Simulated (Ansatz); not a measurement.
# TiAl3 (I4/mmm) in Ansatz: phonons with LDA

Aim: the phonons of TiAl3 with LDA.

Program: Ansatz 0.2.0. These are calculated values, not measurements. Logs are shortened: lines on timing, memory, paths and dates and some standing lists are left out, and cuts for length are marked.

## (1) Starting point

It takes space group I4/mmm (No. 139, tetragonal). The conventional cell has a = 3.822 Å, b = 3.822 Å, c = 8.561 Å, α = 90.00°, β = 90.00°, γ = 90.00°. Around Ti (site symmetry 4/mmm) lie 12 Al at 2.70 to 2.87 Å. Al (site symmetry -4m2) is surrounded by 8 Al at 2.70 to 2.87 Å and 4 Ti at 2.87 Å. Al (site symmetry 4/mmm) is surrounded by 4 Ti at 2.70 Å and 8 Al at 2.87 Å.

The cell comes from a database or a generator and needn't be the stable form of this composition.

## (2) Phonons, LDA

input.yaml

```yaml
crystal:
  lattice:
    - [-1.9111067713, 1.9111067713, 4.2806687947]
    - [1.9111067713, -1.9111067713, 4.2806687947]
    - [1.9111067713, 1.9111067713, -4.2806687947]
  atoms:
    - { symbol: Ti, position: [0.0, 0.0, 0.0] }
    - { symbol: Al, position: [0.25, 0.75, 0.5] }
    - { symbol: Al, position: [0.75, 0.25, 0.5] }
    - { symbol: Al, position: [0.5, 0.5, 0.0] }
hamiltonian:
  xc: lda
  pseudopotentials: { kind: paw }
kpoints:
  mp_grid: { grid: [7, 7, 7] }
scf:
  occupations: { method: fermi_dirac, width: 0.05 }
phonons:
  method: dfpt
```

Potentials or basis: Ansatz PAW.

Command:

```bash
$ ansatz run input.yaml --threads 2 --pin off --max-ram 5632MiB --backend cpu --events-out ev --progress --plain --runs-dir out
```

What it wrote:

```text
Warning: RAYON_NUM_THREADS=2 ignored (pool sized by the plan → 2); use --threads N
zone centre: on kpoints.mp_grid the ground state, and the responses unless they are solved on pairs of k-points, stand on 64 of the mesh's 343 k-points, reduced under 4 symmetry operations, with k and −k counted as one. Each operation leaves every solved displacement unchanged or reverses it
Engine: ansatz 0.2.0, aarch64-unknown-linux-gnu
Pseudopotentials: kind: paw
Pseudopotential: Ti, paw, valence charge 12, recommended cutoff 420 eV (normal), Ti.paw.azcp
Pseudopotential: Al, paw, valence charge 3, recommended cutoff 420 eV (normal), Al.paw.azcp
Functional definition: SPW92
  exchange = slater_x
  correlation = pw_c
Crystal: 4 atoms, lattice volume = 62.538 Å³
Basis set: ecut = 420 eV, 1203 PW (Γ), exchange–correlation on 72×72×72 points (8 copies of the dense FFT grid, shifted against one another)
Bands: 15, of which v1, the nominal top of the filled ones, is band 11 counted from 1 (10 counted from 0)
Symmetry: 16 space group operations
k-points: 64 of 343 (irreducible under 4 space group operations, time reversal used)
Non-local potential: Ti, projectors of the file, l = 0: 3, l = 1: 2, l = 2: 3, l = 3: 1
Non-local potential: Al, projectors of the file, l = 0: 2, l = 1: 2, l = 2: 1
PAW form: soft (Blöchl's): semilocal exchange-correlation on the pseudo side does not see the compensation charge
PAW frozen core: Ti, regenerated for the run's functional, and the local potential with it (the file was generated under x = pbe(κ = 0.804, μ = 0.2195149727645171), c = pbe(β = 0.06672455060314922))
PAW frozen core: Al, regenerated for the run's functional, and the local potential with it (the file was generated under x = pbe(κ = 0.804, μ = 0.2195149727645171), c = pbe(β = 0.06672455060314922))
PAW one-centre angular grid: Ti, 590 points (default); XC on 64 Gauss nodes
PAW one-centre angular grid: Al, 110 points (default); XC on 64 Gauss nodes
Initial density: superposition of atomic densities (neutral atoms: chi_scale 0, normalization atom), corrected by the library's trained network
Initial wavefunctions: pseudopotential atomic-orbital guess
Functional: x = slater, c = lda
SCF iter   1: F=—  HF=-3990.593526 eV  |F-HF|=—  |Δ(HF+E_count)|=         —  Δρ=4.28e-3  dr2=8.09e-3  ethr=1.77e-3  ⟨swp⟩=5.8  Hψ=5691  notcnv=0
preconditioner: auto → Kerker (q_TF=auto, 2.275 Å⁻¹)  [metal: Δε(μ)=0.029 eV  Ē_g=5.506 eV  σ=0.050 eV  W_gap=0.14  n_scr=10 (ndim 8)  ℏωp=16.9 eV  f_vac=0.000  D(μ)=1.66/eV (n_scr^D=10)]
SCF iter   2: F=—  HF=-3990.592015 eV  |F-HF|=—  |Δ(HF+E_count)|=   1.51e-3  Δρ=2.47e-3  dr2=3.14e-3  ethr=3.85e-5  ⟨swp⟩=1.5  Hψ=1531  notcnv=0
SCF iter   3: F=—  HF=-3990.591212 eV  |F-HF|=—  |Δ(HF+E_count)|=   8.03e-4  Δρ=3.27e-4  dr2=8.87e-5  ethr=1.49e-5  ⟨swp⟩=2.0  Hψ=1343  notcnv=0
SCF iter   4: F=—  HF=-3990.591177 eV  |F-HF|=—  |Δ(HF+E_count)|=   3.52e-5  Δρ=5.91e-5  dr2=1.49e-6  ethr=4.22e-7  ⟨swp⟩=2.1  Hψ=1354  notcnv=0
SCF iter   5: F=—  HF=-3990.591179 eV  |F-HF|=—  |Δ(HF+E_count)|=   1.96e-6  Δρ=1.25e-5  dr2=1.27e-7  ethr=7.12e-9  ⟨swp⟩=2.4  Hψ=1503  notcnv=0
SCF iter   6: F=—  HF=-3990.591179 eV  |F-HF|=—  |Δ(HF+E_count)|=   2.50e-8  Δρ=2.73e-6  dr2=8.25e-9  ethr=6.06e-10  ⟨swp⟩=2.1  Hψ=1190  notcnv=0
SCF iter   7: F=—  HF=-3990.591179 eV  |F-HF|=—  |Δ(HF+E_count)|=   1.06e-9  Δρ=5.73e-7  dr2=3.60e-10  ethr=3.93e-11  ⟨swp⟩=2.0  Hψ=1080  notcnv=0
SCF iter   8: F=-3990.591179 eV  HF=-3990.591179 eV  |F-HF|=2.27e-12  |Δ(HF+E_count)|=  5.91e-11  Δρ=1.19e-7  dr2=6.24e-12  ethr=1.00e-12  ⟨swp⟩=3.9  Hψ=3988  notcnv=0
SCF 1 converged in 8 iterations: F = -3990.591179 eV  dr2 = 6.24e-12
DFPT response loops at Γ: preconditioner auto → Kerker (q_TF=auto, 2.275 Å⁻¹) (partly filled bands, converged f_vac=0.000); β = 1.00, the filter's whole step (`scf.mixing.beta` (0.50) is not read by the response loops under this deck's `scf.mixing.preconditioner`; to damp them name `kerker` or `kerker_dos`, under which they read `scf.mixing.beta`, and type it under 1.00, their step now; both keys bind the ground state too); Broyden in place of MSR1
SCF converged after 8 iterations
Free energy (F): -3990.591179 eV
Harris-Foulkes:  -3990.591179 eV  (|F-HF|=2.27e-12)
Internal energy: -3990.577262 eV  (E = F + TS)
E sigma→0 (E₀):  -3990.584220 eV
Entropy (-TS):   -0.013916 eV (-3.479 meV/atom)
Fermi energy:    9.454331 eV
--- Per-component energies (eV) ---
  E_band       = -152.043298
  E_kinetic    = 344.326705
  E_local      = -1194.003941  (includes V_loc(G=0)·N_el)
  E_nonlocal   = 46.168062
  E_hartree    = 523.933409
  E_xc         = -216.205942
  E_vxc        = -211.486974  (∫ρ·V_xc dr)
  E_paw        = -2329.897987  (= ΣΔE_a)
  E_vpaw       = -184.914057  (= ΣTr[D̂ρ^β])
  E_aug_tail   = 0.000087  (compensation charges beyond the density's cutoff)
  E_ewald      = -1165.390755
  E_core_change = 0.493100  (= ΣΔE_core)
  E_smearing   = -0.013916  (= −TS)
  E_closure    = 0.000000  (closes the sum)
  Σ components = -3990.591179   (vs F -3990.591179, Δ=0.00e0)
--- Band table (eV; the first three rows and the last of 64) ---
  k-point 0: bands = ["-46.3836", "-23.0138", "-23.0138", "-22.9309", "-0.6179", "6.5861", "6.8858", "8.0453", "8.2371", "8.2371", "10.2889", "11.2375", "11.2375", "11.7606", "11.8433"]
  k-point 1: bands = ["-46.3831", "-23.0193", "-23.0185", "-22.9302", "-0.1939", "6.6314", "6.9243", "7.2188", "7.6818", "8.2619", "8.9196", "11.3657", "11.5306", "11.5441", "12.5101"]
  k-point 2: bands = ["-46.3819", "-23.0304", "-23.0289", "-22.9284", "1.0317", "5.8955", "6.1408", "6.7772", "7.1464", "7.9596", "8.3113", "11.1193", "11.5959", "11.6159", "12.3494"]
  k-point 63: bands = ["-46.3833", "-23.0195", "-23.0137", "-22.9334", "1.1858", "2.1100", "6.3390", "8.4102", "8.5235", "9.9076", "10.0463", "10.1783", "10.5364", "13.0288", "14.3816"]
--- Phonons (Γ-DFPT): 6 representative perturbations + reference, on 64 of 343 k-points (Σ response iterations 18) ---
  k mesh reduced under 4 symmetry operations, with k and −k counted as one. Each operation leaves every solved displacement unchanged or reverses it
  ASR residual: 5.198e-4 → 0.000e0 eV/Å²; symmetrization residual: 4.288e-6 eV/Å²
  ASR residual per site (eV/Å²): 5.20e-4 7.10e-6 7.10e-6 2.05e-6
  Γ frequencies (cm⁻¹): 0.00 0.00 0.00 195.57 217.99 217.99 249.40 313.57 327.96 327.96 337.57 337.57
  non-analytic LO–TO correction: not included (Born effective charges unavailable; polar crystals: no LO–TO splitting at Γ)
```

Run time: 18 s. Hardware: 2 threads of Arm Neoverse V2, shared host; peak memory 0.51 GiB.

What came out:

```yaml
Free_energy: -3990.5912 eV
Band_gap_on_the_k_mesh: none (metal or under the smearing width)
Highest_phonon_frequency_at_Γ: 338 cm⁻¹
```

Phonon frequencies in cm⁻¹ (negative: imaginary):
```
              q point                                frequencies
(0.000, 0.000, 0.000)  0 0 0 196 218 218 249 314 328 328 338 338
```

Caveat: the PAW data sets come from PBE, with cores solved anew for the run's functional, which leaves a small shift of forces and pressure.
